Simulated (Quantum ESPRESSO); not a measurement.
# CdGeAs2 (I-42d) in Quantum ESPRESSO: band structure with LDA

Aim: the band structure of CdGeAs2 with LDA.

All numbers are computed with Quantum ESPRESSO 7.5; they aren't measurements. Logs are shortened: lines on timing, memory, paths and dates and some standing lists are left out, and cuts for length are marked.

**Experimental background.**

From a printed reference work, data compilation, original work of 1975, for a bulk crystal of CdGeAs2 at 300 K: band gap 0.57 eV (direct).

The results are compared with them further down.

## (1) Starting point

The structure is tetragonal, space group I-42d (No. 122). The conventional cell has a = 5.978 Å, b = 5.978 Å, c = 11.329 Å, α = 90.00°, β = 90.00°, γ = 90.00°. Cd (site symmetry -4) has 4 As at 2.65 Å as nearest neighbours. Around As (site symmetry 2) lie 2 Ge at 2.45 Å and 2 Cd at 2.65 Å. Around Ge (site symmetry -4) lie 4 As at 2.45 Å.

The cell is a database's computed one.

## (2) Band structure, LDA

Input file pw.in:

```
&CONTROL
  calculation = 'scf'
  prefix = 'pwscf'
  outdir = './tmp'
  pseudo_dir = './pseudo'
  tprnfor = .true.
  tstress = .true.
  disk_io = 'low'
/
&SYSTEM
  ibrav = 0
  celldm(1) = 8
  nat = 8
  ntyp = 3
  ecutwfc = 45
  ecutrho = 360
  nbnd = 48
  occupations = 'smearing'
  smearing = 'fd'
  degauss = 0.00367493
/
&ELECTRONS
  conv_thr = 1.6d-09
  electron_maxstep = 120
  mixing_beta = 0.5
/
ATOMIC_SPECIES
Cd   112.4140 cd_lda_v1.uspp.F.UPF
As    74.9216 as_lda_v1.uspp.F.UPF
Ge    72.6300 ge_lda_v1.4.uspp.F.UPF
CELL_PARAMETERS alat
 -0.7060192930691   0.7060192930691   1.3379961767520
  0.7060192930691  -0.7060192930691   1.3379961767520
  0.7060192930691   0.7060192930691  -1.3379961767520
ATOMIC_POSITIONS crystal
Cd     0.5000000000    0.5000000000    0.0000000000
Cd     0.2500000000    0.7500000000    0.5000000000
As     0.0962175700    0.1250000000    0.4712175700
As     0.3750000000    0.9037824300    0.0287824300
As     0.6537824300    0.6250000000    0.5287824300
As     0.8750000000    0.3462175700    0.9712175700
Ge     0.7500000000    0.2500000000    0.5000000000
Ge     0.0000000000    0.0000000000    0.0000000000
K_POINTS automatic
6 6 6 0 0 0
```

Input file bands.in:

```
&CONTROL
  calculation = 'bands'
  prefix = 'pwscf'
  outdir = './tmp'
  pseudo_dir = './pseudo'
  disk_io = 'low'
  verbosity = 'high'
/
&SYSTEM
  ibrav = 0
  celldm(1) = 8
  nat = 8
  ntyp = 3
  ecutwfc = 45
  ecutrho = 360
  nbnd = 48
  occupations = 'smearing'
  smearing = 'fd'
  degauss = 0.00367493
/
&ELECTRONS
  conv_thr = 1d-08
  electron_maxstep = 120
  mixing_beta = 0.5
  diago_full_acc = .true.
  startingwfc = 'random'
/
ATOMIC_SPECIES
Cd   112.4140 cd_lda_v1.uspp.F.UPF
As    74.9216 as_lda_v1.uspp.F.UPF
Ge    72.6300 ge_lda_v1.4.uspp.F.UPF
CELL_PARAMETERS alat
 -0.7060192930691   0.7060192930691   1.3379961767520
  0.7060192930691  -0.7060192930691   1.3379961767520
  0.7060192930691   0.7060192930691  -1.3379961767520
ATOMIC_POSITIONS crystal
Cd     0.5000000000    0.5000000000    0.0000000000
Cd     0.2500000000    0.7500000000    0.5000000000
As     0.0962175700    0.1250000000    0.4712175700
As     0.3750000000    0.9037824300    0.0287824300
As     0.6537824300    0.6250000000    0.5287824300
As     0.8750000000    0.3462175700    0.9712175700
Ge     0.7500000000    0.2500000000    0.5000000000
Ge     0.0000000000    0.0000000000    0.0000000000
K_POINTS crystal
60
 0.0000000000  0.0000000000  0.0000000000 1
 0.0000000000  0.0000000000  0.0625000000 1
 0.0000000000  0.0000000000  0.1250000000 1
 0.0000000000  0.0000000000  0.1875000000 1
 0.0000000000  0.0000000000  0.2500000000 1
 0.0000000000  0.0000000000  0.3125000000 1
 0.0000000000  0.0000000000  0.3750000000 1
 0.0000000000  0.0000000000  0.4375000000 1
 0.0000000000  0.0000000000  0.5000000000 1
-0.0696086806  0.0696086806  0.5000000000 1
-0.1392173611  0.1392173611  0.5000000000 1
-0.1843151910  0.1843151910  0.4549021701 1
-0.2294130208  0.2294130208  0.4098043403 1
-0.2745108507  0.2745108507  0.3647065104 1
-0.3196086806  0.3196086806  0.3196086806 1
-0.2796575955  0.2796575955  0.2796575955 1
-0.2397065104  0.2397065104  0.2397065104 1
-0.1997554253  0.1997554253  0.1997554253 1
-0.1598043403  0.1598043403  0.1598043403 1
-0.1198532552  0.1198532552  0.1198532552 1
-0.0799021701  0.0799021701  0.0799021701 1
-0.0399510851  0.0399510851  0.0399510851 1
 0.0000000000  0.0000000000  0.0000000000 1
 0.0833333333  0.0833333333 -0.0833333333 1
 0.1666666667  0.1666666667 -0.1666666667 1
 0.2500000000  0.2500000000 -0.2500000000 1
 0.3333333333  0.3333333333 -0.3333333333 1
 0.4166666667  0.4166666667 -0.4166666667 1
 0.5000000000  0.5000000000 -0.5000000000 1
 0.4549021701  0.5450978299 -0.4549021701 1
 0.4098043403  0.5901956597 -0.4098043403 1
 0.3647065104  0.6352934896 -0.3647065104 1
 0.3196086806  0.6803913194 -0.3196086806 1
 0.2130724537  0.6202608796 -0.2130724537 1
 0.1065362269  0.5601304398 -0.1065362269 1
 0.0000000000  0.5000000000  0.0000000000 1
 0.0357142857  0.4642857143  0.0357142857 1
 0.0714285714  0.4285714286  0.0714285714 1
 0.1071428571  0.3928571429  0.1071428571 1
 0.1428571429  0.3571428571  0.1428571429 1
 0.1785714286  0.3214285714  0.1785714286 1
 0.2142857143  0.2857142857  0.2142857143 1
 0.2500000000  0.2500000000  0.2500000000 1
 0.3125000000  0.3125000000  0.1526956597 1
 0.3750000000  0.3750000000  0.0553913194 1
 0.4375000000  0.4375000000 -0.0419130208 1
 0.5000000000  0.5000000000 -0.1392173611 1
 0.5000000000  0.5000000000 -0.1843151910 1
 0.5000000000  0.5000000000 -0.2294130208 1
 0.5000000000  0.5000000000 -0.2745108507 1
 0.5000000000  0.5000000000 -0.3196086806 1
 0.5000000000  0.5000000000 -0.3647065104 1
 0.5000000000  0.5000000000 -0.4098043403 1
 0.5000000000  0.5000000000 -0.4549021701 1
 0.5000000000  0.5000000000 -0.5000000000 1
 0.0000000000  0.0000000000  0.5000000000 1
 0.0625000000  0.0625000000  0.4375000000 1
 0.1250000000  0.1250000000  0.3750000000 1
 0.1875000000  0.1875000000  0.3125000000 1
 0.2500000000  0.2500000000  0.2500000000 1
```

Potentials or basis: GBRV 1.5 LDA.

On the command line:

```sh
OMP_NUM_THREADS=1 mpirun -n 2 pw.x -nk 2 -in pw.in > pw.out
OMP_NUM_THREADS=1 mpirun -n 2 pw.x -nk 2 -in bands.in > bands.out
```

pw.out:

```text
This program is part of the open-source Quantum ESPRESSO suite
     for quantum simulation of materials; please cite
[... 6 lines left out ...]
     using ibrav=0 with symmetry is DISCOURAGED, use correct ibrav instead

     K-points division:     npool     =       2
     Subspace diagonalization in iterative solution of the eigenvalue problem:
     a serial algorithm will be used

     G-vector sticks info
     --------------------
     sticks:   dense  smooth     PW     G-vecs:    dense   smooth      PW
     Sum        4905    2455    775               157413    55777    9869

     Using Slab Decomposition

     bravais-lattice index     =            0
     lattice parameter (alat)  =       8.0000  a.u.
     unit-cell volume          =    1365.8970 (a.u.)^3
     number of atoms/cell      =            8
     number of atomic types    =            3
     number of electrons       =        72.00
     number of Kohn-Sham states=           48
     kinetic-energy cutoff     =      45.0000  Ry
     charge density cutoff     =     360.0000  Ry
     scf convergence threshold =      1.6E-09
     mixing beta               =       0.5000
     number of iterations used =            8  plain     mixing
     Exchange-correlation=  SLA  PZ   NOGX NOGC
                           (   1   1   0   0   0   0   0)

     celldm(1)=   8.000000  celldm(2)=   0.000000  celldm(3)=   0.000000
     celldm(4)=   0.000000  celldm(5)=   0.000000  celldm(6)=   0.000000

     crystal axes: (cart. coord. in units of alat)
               a(1) = (  -0.706019   0.706019   1.337996 )
               a(2) = (   0.706019  -0.706019   1.337996 )
               a(3) = (   0.706019   0.706019  -1.337996 )

     reciprocal axes: (cart. coord. in units 2 pi/alat)
               b(1) = (  0.000000  0.708196  0.373693 )
               b(2) = (  0.708196  0.000000  0.373693 )
               b(3) = (  0.708196  0.708196  0.000000 )

     PseudoPot. # 1 for Cd read from file:
     cd_lda_v1.uspp.F.UPF
     Pseudo is Ultrasoft + core correction, Zval = 12.0
     Generated by new atomic code, or converted to UPF format
     Using radial grid of  889 points,  6 beta functions with:
                l(1) =   0
                l(2) =   0
                l(3) =   1
                l(4) =   1
                l(5) =   2
                l(6) =   2
     Q(r) pseudized with  6 coefficients,  rinner =    1.000   1.000   1.000
                                                       1.000   1.000

     PseudoPot. # 2 for As read from file:
     as_lda_v1.uspp.F.UPF
     Pseudo is Ultrasoft + core correction, Zval =  5.0
     Generated by new atomic code, or converted to UPF format
     Using radial grid of  875 points,  6 beta functions with:
                l(1) =   0
                l(2) =   0
                l(3) =   1
                l(4) =   1
                l(5) =   2
                l(6) =   2
     Q(r) pseudized with  8 coefficients,  rinner =    1.300   1.300   1.300
                                                       1.300   1.300

     PseudoPot. # 3 for Ge read from file:
     ge_lda_v1.4.uspp.F.UPF
     Pseudo is Ultrasoft + core correction, Zval = 14.0
     Generated by new atomic code, or converted to UPF format
     Using radial grid of  873 points,  6 beta functions with:
                l(1) =   0
                l(2) =   0
                l(3) =   1
                l(4) =   1
                l(5) =   2
                l(6) =   2
     Q(r) pseudized with  8 coefficients,  rinner =    1.400   1.400   1.400
                                                       1.400   1.400

     atomic species   valence    mass     pseudopotential
     Cd               12.00   112.41400     Cd( 1.00)
     As                5.00    74.92160     As( 1.00)
     Ge               14.00    72.63000     Ge( 1.00)

      8 Sym. Ops. (no inversion) found ( 4 have fractional translation)

   Cartesian axes

     site n.     atom                  positions (alat units)
         1        Cd     tau(   1) = (   0.0000000   0.0000000   1.3379962  )
         2        Cd     tau(   2) = (   0.7060193   0.0000000   0.6689981  )
         3        As     tau(   3) = (   0.3530096   0.3123677  -0.3344990  )
         4        As     tau(   4) = (   0.3936515  -0.3530096   1.6724952  )
         5        As     tau(   5) = (   0.3530096   0.3936515   1.0034971  )
         6        As     tau(   6) = (   0.3123677   1.0590289   0.3344990  )
         7        Ge     tau(   7) = (   0.0000000   0.7060193   0.6689981  )
         8        Ge     tau(   8) = (   0.0000000   0.0000000   0.0000000  )

     number of k points=    30  Fermi-Dirac smearing, width (Ry)=  0.0037
                       cart. coord. in units 2pi/alat
        k(    1) = (   0.0000000   0.0000000   0.0000000), wk =   0.0092593
        k(    2) = (   0.1180327   0.1180327   0.0000000), wk =   0.0370370
        k(    3) = (   0.2360653   0.2360653   0.0000000), wk =   0.0370370
        k(    4) = (  -0.3540980  -0.3540980   0.0000000), wk =   0.0185185
        k(    5) = (   0.1180327   0.0000000   0.0622822), wk =   0.0740741
        k(    6) = (   0.2360653   0.1180327   0.0622822), wk =   0.1481481
[... 22 lines left out ...]
        k(   29) = (  -0.5901633  -0.1180327  -0.0000000), wk =   0.0370370
        k(   30) = (  -0.7081959  -0.7081959  -0.3736931), wk =   0.0092593

     Dense  grid:   157413 G-vectors     FFT dimensions: (  96,  96,  90)

     Smooth grid:    55777 G-vectors     FFT dimensions: (  60,  60,  60)

     Initial potential from superposition of free atoms

     starting charge      70.9977, renormalised to      72.0000

     negative rho (up, down):  3.984E-02 0.000E+00
     Starting wfcs are   52 randomized atomic wfcs

     Self-consistent Calculation

     iteration #  1     ecut=    45.00 Ry     beta= 0.50
     Davidson diagonalization with overlap
     ethr =  1.00E-02,  avg # of iterations =  3.4

     Threshold (ethr) on eigenvalues was too large:
     Diagonalizing with lowered threshold

     Davidson diagonalization with overlap
     ethr =  8.29E-04,  avg # of iterations =  1.1

     negative rho (up, down):  4.015E-02 0.000E+00

     total energy              =    -814.26813686 Ry
     estimated scf accuracy    <       0.58464932 Ry

     iteration #  2     ecut=    45.00 Ry     beta= 0.50
     Davidson diagonalization with overlap
     ethr =  8.12E-04,  avg # of iterations =  2.0
[... 69 lines left out ...]
     iteration # 10     ecut=    45.00 Ry     beta= 0.50
     Davidson diagonalization with overlap
     ethr =  2.59E-12,  avg # of iterations =  5.3

     negative rho (up, down):  4.068E-02 0.000E+00

     End of self-consistent calculation

          k = 0.0000 0.0000 0.0000 (  6927 PWs)   bands (ev):

   -18.7524 -18.7524 -18.7523 -18.7484 -18.7457 -18.7457 -18.7272 -18.7256
   -18.7243 -18.7227  -6.7132  -4.5815  -4.5815  -4.5736  -3.0950  -2.1645
    -2.1257  -2.1257  -2.0362  -1.9794  -1.9732  -1.9429  -1.7357  -1.7357
    -1.7281  -0.4716   2.0668   2.2057   2.2057   2.5648   3.0742   4.0520
     4.0520   5.7654   6.0559   6.0559   6.2769   7.4272   7.8299   9.0263
     9.0263   9.4583   9.9640  10.6347  10.9906  10.9906  12.0837  12.0837

          k = 0.1180 0.1180 0.0000 (  6959 PWs)   bands (ev):
[... 73 lines left out ...]
   -18.7525 -18.7523 -18.7505 -18.7489 -18.7468 -18.7464 -18.7265 -18.7262
   -18.7236 -18.7232  -6.0388  -5.5927  -4.7632  -4.7026  -2.3872  -2.3136
    -2.1408  -2.1188  -2.0350  -2.0276  -1.9753  -1.9492  -1.9252  -1.8906
    -1.1489  -0.4715   1.4056   1.5982   2.9289   3.2582   3.4979   4.0515
     4.5795   4.8637   5.4176   5.5891   6.8962   7.7574   8.5773   8.6450
     9.6361   9.8139  10.5482  10.7755  10.8124  11.5725  11.6369  11.8306

          k = 0.1180-0.1180 0.1246 (  6969 PWs)   bands (ev):

   -18.7525 -18.7525 -18.7518 -18.7486 -18.7459 -18.7458 -18.7270 -18.7258
   -18.7240 -18.7228  -6.5034  -5.0296  -4.6567  -4.6205  -2.7268  -2.2152
    -2.1471  -2.1175  -2.0165  -1.9982  -1.9907  -1.9498  -1.8485  -1.8030
    -1.5229  -0.3824   1.8147   2.3702   2.5571   2.9677   3.1053   3.6379
     4.2259   4.5427   5.7345   5.9387   7.0552   7.8375   8.4472   8.6450
     9.1531   9.6253  10.0470  10.3862  10.8216  11.1207  12.3223  12.4070

          k =-0.3541-0.0000-0.1868 (  6984 PWs)   bands (ev):

   -18.7529 -18.7522 -18.7510 -18.7481 -18.7479 -18.7453 -18.7268 -18.7260
   -18.7238 -18.7230  -6.2202  -5.4463  -4.7187  -4.6444  -2.4743  -2.3799
    -2.1496  -2.1234  -2.0743  -2.0413  -1.9777  -1.9576  -1.9272  -1.7902
    -1.3460   0.1221   2.0370   2.1164   2.3338   2.6420   3.4216   3.5684
     4.0616   4.6448   4.9318   5.5201   7.8862   8.1331   8.7749   9.5041
     9.9033  10.1318  10.4128  10.6995  11.0647  11.2019  11.5285  11.6847
[... 156 lines left out ...]
   -18.7531 -18.7531 -18.7504 -18.7504 -18.7450 -18.7450 -18.7268 -18.7268
   -18.7231 -18.7231  -5.9545  -5.9545  -4.5900  -4.5900  -2.3528  -2.3528
    -2.0666  -2.0666  -2.0215  -2.0215  -1.9508  -1.9508  -1.8745  -1.8745
    -1.0539  -1.0539   2.4940   2.4940   2.8075   2.8075   3.8892   3.8892
     4.3371   4.3371   5.1979   5.1979   7.5168   7.5168   7.7366   7.7366
     8.7704   8.7704   9.1274   9.1274  12.0060  12.0060  12.2512  12.2513

     the Fermi energy is     6.2474 ev

!    total energy              =    -814.45638866 Ry
     estimated scf accuracy    <          1.4E-10 Ry
     smearing contrib. (-TS)   =      -0.00008011 Ry
     internal energy E=F+TS    =    -814.45630855 Ry

     The total energy is F=E-TS. E is the sum of the following terms:
     one-electron contribution =    -387.82859174 Ry
     hartree contribution      =     247.94115136 Ry
     xc contribution           =    -316.80710501 Ry
     ewald contribution        =    -357.76176315 Ry

     convergence has been achieved in  10 iterations

     negative rho (up, down):  4.068E-02 0.000E+00

     Forces acting on atoms (cartesian axes, Ry/au):

     atom    1 type  1   force =    -0.00000000   -0.00000000   -0.00000000
     atom    2 type  1   force =     0.00000000    0.00000000   -0.00000000
     atom    3 type  2   force =     0.00000000    0.00868336    0.00000000
     atom    4 type  2   force =    -0.00868336   -0.00000000    0.00000000
     atom    5 type  2   force =    -0.00000000   -0.00868336   -0.00000000
     atom    6 type  2   force =     0.00868336    0.00000000   -0.00000000
     atom    7 type  3   force =    -0.00000000   -0.00000000    0.00000000
     atom    8 type  3   force =     0.00000000    0.00000000    0.00000000

     Total force =     0.017367     Total SCF correction =     0.000009

     Computing stress (Cartesian axis) and pressure

     negative rho (up, down):  4.068E-02 0.000E+00
          total   stress  (Ry/bohr**3)                   (kbar)     P=      -22.98
  -0.00016206   0.00000000   0.00000000          -23.84        0.00        0.00
   0.00000000  -0.00016206   0.00000000            0.00      -23.84        0.00
   0.00000000   0.00000000  -0.00014450            0.00        0.00      -21.26

=------------------------------------------------------------------------------=
   JOB DONE.
=------------------------------------------------------------------------------=
```

Run time: 29 min. Hardware: 2 MPI ranks of Intel Xeon at 2.50GHz (Skylake/Cascade Lake), shared host; peak memory 0.94 GiB.

Results:

| Item | Value |
| --- | --- |
| Free energy | -11081.2437 eV |
| Pressure | -2.3 GPa |
| Largest force | 0.223 eV/Å |
| Band gap on the k mesh | 0.20 eV, indirect (least direct gap 0.22 eV) |
| Band gap along the path | 0.07 eV, indirect (least direct gap 0.22 eV) |

Forces in eV/Å, atoms in the order of the input:
```
Cd   0.000  0.000  0.000
Cd   0.000  0.000  0.000
As   0.000  0.223  0.000
As  -0.223  0.000  0.000
As   0.000 -0.223  0.000
As   0.223  0.000  0.000
Ge   0.000  0.000  0.000
Ge   0.000  0.000  0.000
```

Stress tensor (GPa, compression positive):
```
-2.38  0.00  0.00
 0.00 -2.38  0.00
 0.00  0.00 -2.13
```

Levels at the corners of the path, in eV from the valence-band top:
| point | band 32 | band 33 | band 34 | band 35 | band 36 | band 37 | band 38 | band 39 | band 40 | band 41 |
| --- | --- | --- | --- | --- | --- | --- | --- | --- | --- | --- |
| Γ | -2.15 | -2.15 | -0.44 | -0.15 | -0.15 | 0.07 | 1.22 | 1.62 | 2.82 | 2.82 |
| X | -1.81 | -1.10 | -1.10 | -0.60 | -0.60 | 0.53 | 0.53 | 2.33 | 2.33 | 3.75 |
| Y | -2.15 | -1.20 | -1.20 | -0.94 | -0.94 | 0.95 | 0.95 | 2.80 | 2.80 | 3.30 |
| S | -2.69 | -2.08 | -1.79 | -1.03 | -0.51 | 1.33 | 1.86 | 2.00 | 2.62 | 3.55 |
| Γ | -2.15 | -2.15 | -0.44 | -0.15 | -0.15 | 0.07 | 1.22 | 1.62 | 2.82 | 2.82 |
| Z | -2.32 | -1.87 | -1.87 | -1.01 | -1.01 | 1.31 | 1.31 | 1.53 | 1.53 | 2.57 |
| S1 | -2.69 | -2.08 | -1.79 | -1.03 | -0.51 | 1.33 | 1.86 | 2.00 | 2.62 | 3.55 |
| N | -2.64 | -2.14 | -1.56 | -1.27 | -0.68 | 1.68 | 1.93 | 2.57 | 3.30 | 3.70 |
| P | -2.26 | -1.03 | -1.03 | -1.00 | -1.00 | 1.30 | 1.30 | 1.87 | 1.87 | 3.81 |
| Y1 | -2.15 | -1.20 | -1.20 | -0.94 | -0.94 | 0.95 | 0.95 | 2.80 | 2.80 | 3.30 |
| Z | -2.32 | -1.87 | -1.87 | -1.01 | -1.01 | 1.31 | 1.31 | 1.53 | 1.53 | 2.57 |
| X | -1.81 | -1.10 | -1.10 | -0.60 | -0.60 | 0.53 | 0.53 | 2.33 | 2.33 | 3.75 |
| P | -2.26 | -1.03 | -1.03 | -1.00 | -1.00 | 1.30 | 1.30 | 1.87 | 1.87 | 3.81 |

Caveat: the mesh misses the band edges, which the band path finds closer together.

## (3) The reference run

An earlier run on the cell as given: functional PBE; potentials or basis SSSP 1.3 efficiency PBE; cutoff 816 eV; density cutoff 6531 eV; k mesh 6 × 6 × 6; occupations fermi-dirac, width 0.05 eV; no spin polarisation.

- Pressure: 2.3 GPa
- Largest force: 0.145 eV/Å
- Band gap on the k mesh: 0.19 eV, indirect (least direct gap 0.22 eV)

## (4) Comparison with measurements

Step 2. Measured direct gap of CdGeAs2: 0.57 eV (direct; 300 K; a printed reference work, data compilation, original work of 1975). This calculation gives 0.22 eV (-0.35 eV). Spin-orbit coupling on As, Cd, Ge is left out. The value is that of LDA, without temperature or zero-point motion. Semilocal functionals fall short of measured gaps as a rule. The cell is a database's relaxed one, not the measured one, which moves gaps too.
